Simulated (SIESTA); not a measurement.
Runs of SIESTA 5.4.2 on Co. The structure is trigonal, space group P-3m1 (No. 164). Conventional cell: a = 2.487 Å, b = 2.487 Å, c = 4.063 Å, α = 90.00°, β = 90.00°, γ = 120.00°. Co (site symmetry 3m) has 12 Co at 2.42 to 2.55 Å as nearest neighbours.

| task | level | potentials or basis | cell | k mesh | force tolerance | gap on the mesh (eV) | pressure (GPa) | moment (μB) | V0 of scaled cells (Å³/atom) | B0 (GPa) | largest force (eV/Å) |
| --- | --- | --- | --- | --- | --- | --- | --- | --- | --- | --- | --- |
| band structure | LDA | PseudoDojo 0.4 standard (LDA files), DZP (energy shift 0.003 Ry; two zetas on semicore shells) | as given | 12 × 12 × 7 | - | none | -18.0 | 3.12 | - | - | 0.48 |
| relaxation of cell and atoms | PBEsol | PseudoDojo 0.4 standard (PBEsol files), DZP (energy shift 0.003 Ry; two zetas on semicore shells) | relaxed | 9 × 9 × 5 | 0.04 eV/Å | none | 0.2 | 3.05 | - | - | - |
| band structure | PBEsol | PseudoDojo 0.4 standard (PBEsol files), DZP (energy shift 0.003 Ry; two zetas on semicore shells) | as given | 12 × 12 × 7 | - | none | -9.7 | 3.26 | - | - | (a) |
| equation of state | PBEsol | PseudoDojo 0.4 standard (PBEsol files), DZP (energy shift 0.003 Ry; two zetas on semicore shells) | as given | 9 × 9 × 5 | - | - | - | - | 10.40 | 278 | - |
| equation of state | PBEsol | PseudoDojo 0.4 standard (PBEsol files), DZP (energy shift 0.003 Ry; two zetas on semicore shells) | as given | 12 × 12 × 7 | - | - | - | - | 10.44 | (b) | - |

Alike in all rows: spin collinear, ferromagnetic start; smearing fermi-dirac 0.05 eV; grid cutoff 800 Ry; energy shift 0.003 Ry.

Q: Estimate the missing entries.

A: (a) 0.51; (b) 254.

Caveats: short orbitals over semicore shells can move pressures by several GPa; the basis of atomic orbitals isn't converged, which shifts pressures, moduli and gaps; the cell was scaled at fixed shape and fractional positions, which overstates the stiffness of a crystal with free parameters, most of all of layers and chains (some runs).

A k mesh can miss the band edges.

A gap of «none» marks a metal or a gap under the smearing width.

Not every run made on this cell is shown here.
